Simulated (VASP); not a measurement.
Runs of VASP 6.6.1 on SnSe. It takes space group Pm-3m (No. 221, cubic). The conventional cell has a = 3.605 Å, b = 3.605 Å, c = 3.605 Å, α = 90.00°, β = 90.00°, γ = 90.00°. Sn (site symmetry m-3m) is surrounded by 8 Se at 3.12 Å. Se (site symmetry m-3m) has 8 Sn at 3.12 Å as nearest neighbours. Measurements of this composition are mostly on another form, of space group No. 62.

```csv
cell,k mesh,smearing,gap on the mesh (eV),pressure (GPa)
"Pm-3m, 23.42 Å³/atom",12 × 12 × 12,fermi-dirac 0.15 eV,none,-1.5
"Pm-3m, 23.29 Å³/atom",6 × 6 × 6,gaussian 0.05 eV,none,-0.6
"Pm-3m, 23.05 Å³/atom",6 × 6 × 6,gaussian 0.05 eV,none,0.1
"Pm-3m, 22.36 Å³/atom",12 × 12 × 12,fermi-dirac 0.15 eV,none,(a)
```

Alike in all rows: task single point; level LDA; potentials or basis VASP PAW LDA potentials, release 64 (Sn_d, Se); no spin polarisation; cutoff (eV) 520.

Problem. Fill in the values left out.

Solution. (a) 1.3.

A k mesh can miss the band edges, and the runs leave out spin-orbit coupling on Se, Sn.

A gap of «none» marks a metal or a gap under the smearing width.
